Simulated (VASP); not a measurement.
# Pt in VASP: relaxation of the atoms with LDA

Aim: the relaxation of the atoms of Pt with LDA.

Program: VASP 6.6.1. These are calculated values, not measurements. Logs are shortened: lines on timing, memory, paths and dates and some standing lists are left out, and cuts for length are marked.

## 1. The structure

The cell holds a slab with vacuum, 8 atoms: a = 3.860 Å, b = 3.860 Å, c = 28.852 Å, α = 90.00°, β = 90.00°, γ = 90.00°.

The cell was built by a generator and needn't be a form met in nature.

## 2. Relaxation of the atoms, LDA

INCAR

```
SYSTEM = Pt
  PREC = Accurate
  ENCUT = 520
  EDIFF = 1E-6
  ISMEAR = 1
  SIGMA = 0.1
  LREAL = .False.
  LASPH = .True.
  NELM = 120
  ALGO = Normal
  ISIF = 2
  LWAVE = .False.
  LCHARG = .False.
  LDIPOL = .True.
  IDIPOL = 3
  DIPOL = 0.5 0.5 0.500
  IBRION = 2
  NSW = 90
  EDIFFG = -0.02
  KPAR = 2
```

KPOINTS

```
Automatic mesh
0
Gamma
  9 9 1
  0 0 0
```

POSCAR

```
Pt
1.0
    3.8601100000      0.0000000000      0.0000000000
    0.0000000000      3.8601100000      0.0000000000
    0.0000000000      0.0000000000     28.8516774200
Pt
8
Direct
    0.5000000000      0.5000000000      0.3980742600
    0.0000000000      0.0000000000      0.3980742600
    0.0000000000      0.5000000000      0.4660259000
    0.5000000000      0.0000000000      0.4660259000
    0.5000000000      0.5000000000      0.5339741000
    0.0000000000      0.0000000000      0.5339741000
    0.0000000000      0.5000000000      0.6019257400
    0.5000000000      1.0000000000      0.6019257400
```

Potentials or basis: VASP PAW LDA potentials, release 64 (Pt).

The run is started by

```console
cat potpaw_LDA.64/Pt/POTCAR > POTCAR
mpirun -np 2 vasp_std > vasp.out
```

OUTCAR:

```text
SYSTEM = Pt
   PREC = Accurate
   ENCUT = 520
   EDIFF = 1E-6
   ISMEAR = 1
   LREAL = .False.
   LASPH = .True.
   NELM = 120
   ISIF = 2
   IBRION = 2
   NSW = 90
   EDIFFG = -0.02

 ion  position               nearest neighbor table
   1  0.500  0.500  0.398-   2 2.73   2 2.73   2 2.73   2 2.73   4 2.75   4 2.75   3 2.75   3 2.75

   2  0.000  0.000  0.398-   1 2.73   1 2.73   1 2.73   1 2.73   3 2.75   4 2.75   4 2.75   3 2.75

   3  0.000  0.500  0.466-   4 2.73   4 2.73   4 2.73   4 2.73   6 2.75   6 2.75   5 2.75   5 2.75
                             1 2.75   2 2.75   2 2.75   1 2.75
   4  0.500  0.000  0.466-   3 2.73   3 2.73   3 2.73   3 2.73   5 2.75   6 2.75   6 2.75   5 2.75
                             2 2.75   1 2.75   2 2.75   1 2.75
   5  0.500  0.500  0.534-   6 2.73   6 2.73   6 2.73   6 2.73   4 2.75   3 2.75   3 2.75   4 2.75
                             7 2.75   8 2.75   7 2.75   8 2.75
   6  0.000  0.000  0.534-   5 2.73   5 2.73   5 2.73   5 2.73   4 2.75   4 2.75   3 2.75   3 2.75
                             7 2.75   8 2.75   8 2.75   7 2.75
   7  0.000  0.500  0.602-   8 2.73   8 2.73   8 2.73   8 2.73   6 2.75   5 2.75   5 2.75   6 2.75
[... 9 lines left out ...]
 A1 = (   3.8601100000,   0.0000000000,   0.0000000000)
 A2 = (   0.0000000000,   3.8601100000,   0.0000000000)
 A3 = (   0.0000000000,   0.0000000000,  28.8516774200)

Analysis of symmetry for initial positions (statically):
=====================================================================
 Subroutine PRICEL returns following result:

  LATTYP: Found a simple tetragonal cell.
 ALAT       =     2.7295099571
 C/A-ratio  =    10.5702774026

  Lattice vectors:

 A1 = (   1.9300550000,  -1.9300550000,   0.0000000000)
 A2 = (   1.9300550000,   1.9300550000,   0.0000000000)
 A3 = (   0.0000000000,   0.0000000000,  28.8516774200)

   2 primitive cells build up your supercell.

 Routine SETGRP: Setting up the symmetry group for a
 simple tetragonal supercell.

 Subroutine GETGRP returns: Found 16 space group operations
 (whereof  8 operations were pure point group operations)
 out of a pool of 16 trial point group operations.

The static configuration has the point symmetry C_4v.
 The point group associated with its full space group is D_4h.

Analysis of symmetry for dynamics (positions and initial velocities):
=====================================================================
 Subroutine PRICEL returns following result:

  LATTYP: Found a simple tetragonal cell.
 ALAT       =     2.7295099571
 C/A-ratio  =    10.5702774026

  Lattice vectors:

 A1 = (   1.9300550000,  -1.9300550000,   0.0000000000)
 A2 = (   1.9300550000,   1.9300550000,   0.0000000000)
 A3 = (   0.0000000000,   0.0000000000,  28.8516774200)

   2 primitive cells build up your supercell.

 Routine SETGRP: Setting up the symmetry group for a
 simple tetragonal supercell.

 Subroutine GETGRP returns: Found 16 space group operations
 (whereof  8 operations were pure point group operations)
 out of a pool of 16 trial point group operations.

The dynamic configuration has the point symmetry C_4v.
 The point group associated with its full space group is D_4h.

 Subroutine INISYM returns: Found 16 space group operations
 (whereof  8 operations are pure point group operations),
 and found     2 'primitive' translations

----------------------------------------------------------------------------------------

                                     Primitive cell

  volume of cell :     214.9515

  direct lattice vectors                    reciprocal lattice vectors
     1.930055000 -1.930055000  0.000000000     0.259059975 -0.259059975  0.000000000
     1.930055000  1.930055000  0.000000000     0.259059975  0.259059975  0.000000000
     0.000000000  0.000000000 28.851677420     0.000000000  0.000000000  0.034660030

  length of vectors
[... 54 lines left out ...]
  0.444444  0.222222  0.000000      8.000000
  0.333333  0.333333  0.000000      4.000000
  0.444444  0.333333  0.000000      8.000000
  0.444444  0.444444  0.000000      4.000000
   k-points           NKPTS =     15   k-points in BZ     NKDIM =     15   number of bands    NBANDS=     48
   number of dos      NEDOS =    301   number of ions     NIONS =      8
   total plane-waves  NPLWV = 194400
   dimension x,y,z NGX =    30 NGY =   30 NGZ =  216
   dimension x,y,z NGXF=    60 NGYF=   60 NGZF=  432
   ions per type =               8
   NGX,Y,Z   is equivalent  to a cutoff of  12.92, 12.92, 12.45 a.u.
   NGXF,Y,Z  is equivalent  to a cutoff of  25.84, 25.84, 24.89 a.u.
 SYSTEM =  Pt
   PREC   = accura    normal or accurate (medium, high low for compatibility)
   ISTART =      0    job   : 0-new  1-cont  2-samecut
   ICHARG =      2    charge: 1-file 2-atom 10-const
   ISPIN  =      1    spin polarized calculation?
   LNONCOLLINEAR =      F non collinear calculations
   LSORBIT =      F    spin-orbit coupling
   LASPH  =      T    aspherical Exc in radial PAW
   ENCUT  =  520.0 eV  38.22 Ry    6.18 a.u.   7.18  7.18 53.65*2*pi/ulx,y,z
   NELM   =    120;   NELMIN=  2; NELMDL= -5     # of ELM steps
   EDIFF  = 0.1E-05   stopping-criterion for ELM
   LREAL  =      F    real-space projection
   EDIFFG = -.2E-01   stopping-criterion for IOM
   NSW    =     90    number of steps for IOM
   IBRION =      2    ionic relax: 0-MD 1-quasi-New 2-CG
   NFREE  =      1    steps in history (QN), initial steepest desc. (CG)
   ISIF   =      2    stress and relaxation
   ISYM   =      2    0-nonsym 1-usesym 2-fastsym
   POTIM  = 0.5000    time-step for ionic-motion
   TEBEG  =    0.0;   TEEND  =   0.0 temperature during run
   PSTRESS=    0.0 pullay stress
   NELECT =      80.0000    total number of electrons
   NUPDOWN=      -1.0000    fix difference up-down
   EMIN   =  10.00;   EMAX   =-10.00  energy-range for DOS
   EFERMI =   0.00;   METHOD = LEGACY
   ISMEAR =     1;   SIGMA  =   0.10  broadening in eV -4-tet -1-fermi 0-gaus
   EFERMI_NEDOS =   21; number of points for ismear=-14 and -15
   IALGO  =     38    algorithm
   IMIX   =      4    mixing-type and parameters
     AMIX     =   0.40;   BMIX     =  1.00
     AMIX_MAG =   1.60;   BMIX_MAG =  1.00
  volume/ion in A,a.u.               =      53.74       362.64
  Fermi-wavevector in a.u.,A,eV,Ry     =   0.934648  1.766228 11.885596  0.873567
  Thomas-Fermi vector in A             =   2.061474
   LORBIT       =      0    0 simple, 1 ext, 2 COOP (PROOUT), +10 PAW based schemes
   GGA     = CA    functional components
   LHFCALC =     F    Hartree Fock is set to
   AEXX    =    0.0000 exact exchange contribution
   IVDW    =     0    specifies the selected vdW correction
   LEPSILON=     F    determine dielectric tensor
   LRPA    =     F    only Hartree local field effects (RPA)
 conjugate gradient relaxation of ions
 non-spin polarized calculation
 Methfessel and Paxton  Order N= 1 SIGMA  =   0.10
  energy-cutoff  :      520.00
  volume of cell :      429.90
 maximum number of plane-waves:     11604
 NGX is ok and might be reduce to    30
   NGX = 15   NGY = 15   NGZ =107

--------------------------------------- Ionic step        1  -------------------------------------------

 number of electron      79.9999983 magnetization

 Free energy of the ion-electron system (eV)
  ---------------------------------------------------
  ext. energy  EPLUGINS =         0.00000000
  ---------------------------------------------------
  free energy    TOTEN  =       -55.59379597 eV

  energy without entropy =      -55.58633899  energy(sigma->0) =      -55.59131031

------------------------ aborting loop because EDIFF is reached ----------------------------------------

  FORCE on cell =-STRESS in cart. coord.  units (eV):
  Direction    XX          YY          ZZ          XY          YZ          ZX
  --------------------------------------------------------------------------------------
  -------------------------------------------------------------------------------------
  Total       -7.7133545     -7.7133545     -2.7957199      0.0000000      0.0000000     -0.0000000
  in kB      -28.7463988    -28.7463988    -10.4191866      0.0000000      0.0000000     -0.0000000
  external PRESSURE =     -22.6373281 kB  Pullay stress =       0.0000000 kB
[... 113 lines left out ...]
--------------------------------------- Ionic step        4  -------------------------------------------

 number of electron      79.9999981 magnetization

 dipolmoment           0.000000      0.000000     -0.000000 electrons x Angstroem

------------------------ aborting loop because EDIFF is reached ----------------------------------------

  FORCE on cell =-STRESS in cart. coord.  units (eV):
  Direction    XX          YY          ZZ          XY          YZ          ZX
  --------------------------------------------------------------------------------------
  -------------------------------------------------------------------------------------
  Total       -6.5043886     -6.5043886     -1.4201065      0.0000000      0.0000000      0.0000000
  in kB      -24.2407823    -24.2407823     -5.2925025      0.0000000      0.0000000      0.0000000
  external PRESSURE =     -17.9246890 kB  Pullay stress =       0.0000000 kB
[... 71 lines left out ...]
--------------------------------------- Ionic step        6  -------------------------------------------

 number of electron      79.9999978 magnetization

 dipolmoment           0.000000      0.000000      0.000000 electrons x Angstroem

 Free energy of the ion-electron system (eV)
  ---------------------------------------------------
  ext. energy  EPLUGINS =         0.00000000
  ---------------------------------------------------
  free energy    TOTEN  =       -55.62301565 eV

  energy without entropy =      -55.61507085  energy(sigma->0) =      -55.62036738

 E-fermi :  -1.2529     XC(G=0):  -4.4691

 val. band max:       -1.2581232543   @ k =   0.4444   0.2222   0.0000
 cond. band min:      -1.2511948744   @ k =   0.3333   0.2222   0.0000
 fundamental gap:      0.0069283799
 Fermi energy:        -1.2528739753

 k-point     1 :       0.0000    0.0000    0.0000
  band No.  band energies     occupation
      1     -11.2130      2.00000
      2      -9.4028      2.00000
      3      -8.2974      2.00000
      4      -8.2659      2.00000
      5      -8.2659      2.00000
      6      -8.0238      2.00000
[... 754 lines left out ...]
     47       0.7806      0.00000
     48       1.7179      0.00000

------------------------ aborting loop because EDIFF is reached ----------------------------------------

 vacuum level on the upper side and lower side of the slab       (xc-potential included)        -0.006        -0.006

  FORCE on cell =-STRESS in cart. coord.  units (eV):
  Direction    XX          YY          ZZ          XY          YZ          ZX
  --------------------------------------------------------------------------------------
  -------------------------------------------------------------------------------------
  Total       -5.3419537     -5.3419537     -0.0832901      0.0000000      0.0000000      0.0000000
  in kB      -19.9085794    -19.9085794     -0.3104083      0.0000000      0.0000000      0.0000000
  external PRESSURE =     -13.3758557 kB  Pullay stress =       0.0000000 kB
[... 23 lines left out ...]
  FREE ENERGIE OF THE ION-ELECTRON SYSTEM (eV)
  ---------------------------------------------------
  free  energy   TOTEN  =       -55.6230156520 eV

  energy  without entropy=      -55.6150708451  energy(sigma->0) =      -55.62036738

 reached required accuracy - stopping structural energy minimisation

 vacuum level on the upper side and lower side of the slab         4.821         4.821
```

Run time: 6.9 min. Hardware: 2 MPI ranks of AMD EPYC 9R45 (Zen 5), shared host; peak memory 0.46 GiB.

What came out:

| Property | Result |
| --- | --- |
| Free energy | -55.6230 eV |
| Energy gained by relaxing | 3.7 meV/atom |
| Ionic steps | 6 |
| Largest force after relaxing | 0.010 eV/Å |
| Band gap on the k mesh | none (metal or under the smearing width) |

Forces on the atoms (eV/Å):
```
Pt   0.000  0.000 -0.006
Pt   0.000  0.000 -0.006
Pt   0.000  0.000  0.010
Pt   0.000  0.000  0.010
Pt   0.000  0.000 -0.010
Pt   0.000  0.000 -0.010
Pt   0.000  0.000  0.006
Pt   0.000  0.000  0.006
```

The path:
| step | energy change (eV) | largest force (eV/Å) | pressure (GPa) |
| --- | --- | --- | --- |
| 1 | 0.0000 | 0.3316 | -2.26 |
| 2 | -0.0192 | 0.1349 | -1.94 |
| 3 | -0.0192 | 0.1189 | -1.95 |
| 4 | -0.0237 | 0.0914 | -1.79 |
| 5 | -0.0288 | 0.0337 | -1.47 |
| 6 | -0.0292 | 0.0102 | -1.34 |

Final structure:
```xyz
8
Lattice="3.8601 0.0000 0.0000 0.0000 3.8601 0.0000 0.0000 0.0000 28.8517" Properties=species:S:1:pos:R:3 pbc="T T T"
Pt    1.9301    1.9301   11.5290
Pt    0.0000    0.0000   11.5290
Pt    0.0000    1.9301   13.4459
Pt    1.9301    3.8601   13.4459
Pt    1.9301    1.9301   15.4057
Pt    0.0000    0.0000   15.4057
Pt    3.8601    1.9301   17.3227
Pt    1.9301    3.8601   17.3227
```

The run has no spin-orbit coupling, so splittings on Pt are missing.
